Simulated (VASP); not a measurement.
# Gd (Fm-3m) in VASP: notebook, part 2 of 2

VASP 6.6.1. The steps go on from the part before.

### Step 4. Single point, PBE, collinear spin, ferromagnetic start

The input, INCAR:

```
ADDGRID = F
ALGO = Normal
EDIFF = 1E-6
ENCUT = 350
GGA = PE
ISIF = 2
ISMEAR = 0
ISPIN = 2
LASPH = T
LCHARG = F
LMAXMIX = 6
LORBIT = 11
LREAL = F
LWAVE = F
MAGMOM = 7
NBANDS = 19
NELM = 100
PREC = Accurate
SIGMA = 0.15
```

The input, KPOINTS:

```
k-points
0
Gamma
  16 16 16
```

The input, POSCAR:

```
Gd
1.0
    0.0000000000      2.5858190855      2.5858190855
    2.5858190855      0.0000000000      2.5858190855
    2.5858190855      2.5858190855      0.0000000000
Gd
1
Direct
    0.0000000000      0.0000000000      0.0000000000
```

Potentials or basis: VASP PAW PBE potentials, release 64 (Gd).

Run with:

```console
$ cat potpaw_PBE.64/Gd/POTCAR > POTCAR
$ mpirun -np 1 vasp_std > vasp.out
```

OUTCAR:

```text
EDIFF = 1E-6
   ENCUT = 350
   GGA = PE
   ISIF = 2
   ISMEAR = 0
   ISPIN = 2
   LASPH = T
   LORBIT = 11
   LREAL = F
   NELM = 100
   PREC = Accurate

 Found    145 irreducible k-points:

 Following reciprocal coordinates:
            Coordinates               Weight
  0.000000  0.000000  0.000000      1.000000
  0.062500  0.000000  0.000000      8.000000
  0.125000  0.000000  0.000000      8.000000
  0.187500  0.000000  0.000000      8.000000
  0.250000  0.000000  0.000000      8.000000
  0.312500  0.000000  0.000000      8.000000
   k-points           NKPTS =    145   k-points in BZ     NKDIM =    145   number of bands    NBANDS=     19
   number of dos      NEDOS =    301   number of ions     NIONS =      1
   total plane-waves  NPLWV =  13824
   dimension x,y,z NGX =    24 NGY =   24 NGZ =   24
   dimension x,y,z NGXF=    48 NGYF=   48 NGZF=   48
   ions per type =               1
   NGX,Y,Z   is equivalent  to a cutoff of  10.91, 10.91, 10.91 a.u.
   NGXF,Y,Z  is equivalent  to a cutoff of  21.82, 21.82, 21.82 a.u.
 SYSTEM =  unknown system
   PREC   = accura    normal or accurate (medium, high low for compatibility)
   ISTART =      0    job   : 0-new  1-cont  2-samecut
   ICHARG =      2    charge: 1-file 2-atom 10-const
   ISPIN  =      2    spin polarized calculation?
   LNONCOLLINEAR =      F non collinear calculations
   LSORBIT =      F    spin-orbit coupling
   LASPH  =      T    aspherical Exc in radial PAW
   ENCUT  =  350.0 eV  25.72 Ry    5.07 a.u.   5.58  5.58  5.58*2*pi/ulx,y,z
   NELM   =    100;   NELMIN=  2; NELMDL= -5     # of ELM steps
   EDIFF  = 0.1E-05   stopping-criterion for ELM
   LREAL  =      F    real-space projection
   EDIFFG = 0.1E-04   stopping-criterion for IOM
   NSW    =      0    number of steps for IOM
   IBRION =     -1    ionic relax: 0-MD 1-quasi-New 2-CG
   NFREE  =      0    steps in history (QN), initial steepest desc. (CG)
   ISIF   =      2    stress and relaxation
   ISYM   =      2    0-nonsym 1-usesym 2-fastsym
   POTIM  = 0.5000    time-step for ionic-motion
   TEBEG  =    0.0;   TEEND  =   0.0 temperature during run
   PSTRESS=    0.0 pullay stress
   NELECT =      18.0000    total number of electrons
   NUPDOWN=      -1.0000    fix difference up-down
   EMIN   =  10.00;   EMAX   =-10.00  energy-range for DOS
   EFERMI =   0.00;   METHOD = LEGACY
   ISMEAR =     0;   SIGMA  =   0.15  broadening in eV -4-tet -1-fermi 0-gaus
   EFERMI_NEDOS =   21; number of points for ismear=-14 and -15
   IALGO  =     38    algorithm
[... 16 lines left out ...]
  volume of cell :       34.58
 maximum number of plane-waves:       533
   NGX = 11   NGY = 11   NGZ = 11

 number of electron      17.9999994 magnetization       7.5018210

 Free energy of the ion-electron system (eV)
  ---------------------------------------------------
  ext. energy  EPLUGINS =         0.00000000
  ---------------------------------------------------
  free energy    TOTEN  =       -11.61541828 eV

  energy without entropy =      -11.58450028  energy(sigma->0) =      -11.59995928

 E-fermi :   2.8172     XC(G=0):  -9.7824

 val. band max:        2.8162501949   @ k =  -0.3125   0.1875   0.0000
 cond. band min:       2.8220391123   @ k =  -0.1875   0.1875   0.0625
 fundamental gap:      0.0057889174
 Fermi energy:         2.8171650530

 spin component 1

 k-point     1 :       0.0000    0.0000    0.0000
  band No.  band energies     occupation
      1     -42.5293      1.00000
      2     -19.6071      1.00000
      3     -19.6071      1.00000
      4     -19.6071      1.00000
      5      -2.2062      1.00000
      6      -2.1116      1.00000
[... 109 lines left out ...]
      6      -2.0428      1.00000
[... 11 lines left out ...]
     18      11.1305      0.00000
     19      13.6530      0.00000

 [... further k-points ...]

 spin component 2

 k-point     1 :       0.0000    0.0000    0.0000
  band No.  band energies     occupation
      1     -39.3322      1.00000
      2     -17.2351      1.00000
      3     -17.2350      1.00000
      4     -17.2350      1.00000
      5      -1.4129      1.00000
      6       3.0513      0.01363
[... 109 lines left out ...]
      6       3.0630      0.01023
[... 11 lines left out ...]
     18      11.9910      0.00000
     19      14.9906      0.00000

 [... further k-points ...]
[... 5 lines left out ...]
  --------------------------------------------------------------------------------------
  -------------------------------------------------------------------------------------
  Total       -0.4329204     -0.4329204     -0.4329204     -0.0000000     -0.0000000     -0.0000000
  in kB      -20.0583044    -20.0583044    -20.0583044     -0.0000000     -0.0000000     -0.0000000
  external PRESSURE =     -20.0583044 kB  Pullay stress =       0.0000000 kB

 VOLUME and BASIS-vectors are now :
 -----------------------------------------------------------------------------
  energy-cutoff  :      350.00
  volume of cell :       34.58
      direct lattice vectors                 reciprocal lattice vectors
     0.000000000  2.585819085  2.585819085    -0.193362329  0.193362329  0.193362329
     2.585819085  0.000000000  2.585819085     0.193362329 -0.193362329  0.193362329
     2.585819085  2.585819085  0.000000000     0.193362329  0.193362329 -0.193362329

 POSITION                                       TOTAL-FORCE (eV/Angst)
 -----------------------------------------------------------------------------------
      0.00000      0.00000      0.00000        -0.000000      0.000000     -0.000000
 -----------------------------------------------------------------------------------
    total drift:                                0.000000     -0.000000     -0.000000

  FREE ENERGIE OF THE ION-ELECTRON SYSTEM (eV)
  ---------------------------------------------------
  free  energy   TOTEN  =       -11.6154182848 eV

  energy  without entropy=      -11.5845002813  energy(sigma->0) =      -11.59995928

 total charge

# of ion       s       p       d       f       tot
--------------------------------------------------
    1        2.070   5.546   0.550   7.007  15.173

 magnetization (x)

# of ion       s       p       d       f       tot
--------------------------------------------------
    1        0.001  -0.053   0.188   6.800   6.936
```

OSZICAR:

```text
N       E                     dE             d eps       ncg     rms          rms(c)
DAV:   1     0.816540005089E+02    0.81654E+02   -0.53209E+03 13881   0.270E+03
DAV:   2     0.210663350774E+01   -0.79547E+02   -0.71422E+02 13096   0.245E+02
[... 28 lines left out ...]
DAV:  31    -0.116154047814E+02    0.15693E-04   -0.38889E-05 17594   0.991E-02    0.307E-01
DAV:  32    -0.116154178876E+02   -0.13106E-04   -0.34716E-05 16968   0.845E-02    0.143E-01
DAV:  33    -0.116154206338E+02   -0.27462E-05   -0.33017E-06 12349   0.280E-02    0.110E-01
DAV:  34    -0.116154192902E+02    0.13436E-05   -0.24059E-06 13120   0.201E-02    0.964E-02
DAV:  35    -0.116154176782E+02    0.16120E-05   -0.34572E-06 14369   0.406E-02    0.515E-02
DAV:  36    -0.116154182848E+02   -0.60666E-06   -0.96338E-07  8405   0.139E-02
   1 F= -.11615418E+02 E0= -.11599959E+02  d E =-.309180E-01  mag=     7.5016
```

Run time: 4.2 min. Hardware: 1 thread of Intel Xeon Platinum 8259CL at 2.50GHz (Skylake/Cascade Lake), shared host; peak memory 0.22 GiB.

These settings aren't checked as converged: the numbers below hold their error.

Results:

```yaml
Free_energy: -11.6154 eV
Band_gap_on_the_k_mesh: none (metal or under the smearing width)
Net_moment: 7.50 μB per cell
Site_moments: Gd +6.94 μB
Valence_electrons_inside_the_program's_atomic_spheres: Gd 15.17
```

Caveat: the cutoff is under 1.25 times the usual one of these potentials, so pressure, stress and relaxed cells hold a basis-set (Pulay) error; spin-orbit coupling is left out, which moves the levels of the heavy elements.

### Step 5. Single point, PBE, collinear spin, ferromagnetic start

INCAR, as its differences from that of step 4:

```diff
@@ -3,3 +3,3 @@
 EDIFF = 1E-6
-ENCUT = 350
+ENCUT = 500
 GGA = PE
```

The input, KPOINTS:

```
k-points
0
Gamma
  14 14 14
```

POSCAR is that of step 4.

Run with:

```console
$ cat potpaw_PBE.64/Gd/POTCAR > POTCAR
$ mpirun -np 1 vasp_std > vasp.out
```

It took 4.4 min on 1 thread of Intel Xeon Platinum 8259CL at 2.50GHz (Skylake/Cascade Lake), shared host; peak memory 0.26 GiB.

The run converged, but some of its settings lie outside the range that counts as converged, so its numbers aren't taken as properties of the crystal.

What came out:

```yaml
Free_energy: -11.6640 eV
Pressure: -1.8 GPa
Band_gap_on_the_k_mesh: none (metal or under the smearing width)
Net_moment: 7.50 μB per cell
Site_moments: Gd +6.94 μB
Valence_electrons_inside_the_program's_atomic_spheres: Gd 15.19
```

Caveat: spin-orbit coupling is left out, which moves the levels of the heavy elements.

### Step 6. Single point, PBE, collinear spin, ferromagnetic start

INCAR, as its differences from that of step 5:

```diff
@@ -18,2 +18,2 @@
 PREC = Accurate
-SIGMA = 0.15
+SIGMA = 0.1
```

KPOINTS is that of step 5.

POSCAR is that of step 5.

Potentials or basis: VASP PAW PBE potentials, release 64 (Gd).

Run with:

```console
$ cat potpaw_PBE.64/Gd/POTCAR > POTCAR
$ mpirun -np 1 vasp_std > vasp.out
```

It took 5.5 min on 1 thread of Intel Xeon Platinum 8259CL at 2.50GHz (Skylake/Cascade Lake), shared host; peak memory 0.26 GiB.

These settings aren't checked as converged: the numbers below hold their error.

What came out:

```
Free energy                                           : -11.6555 eV
Pressure                                              : -1.5 GPa
Band gap on the k mesh                                : none (metal or under the smearing width)
Net moment                                            : 7.52 μB per cell
Site moments                                          : Gd +6.95 μB
Valence electrons inside the program's atomic spheres : Gd 15.18
```

Caveat: spin-orbit coupling is left out, which moves the levels of the heavy elements.
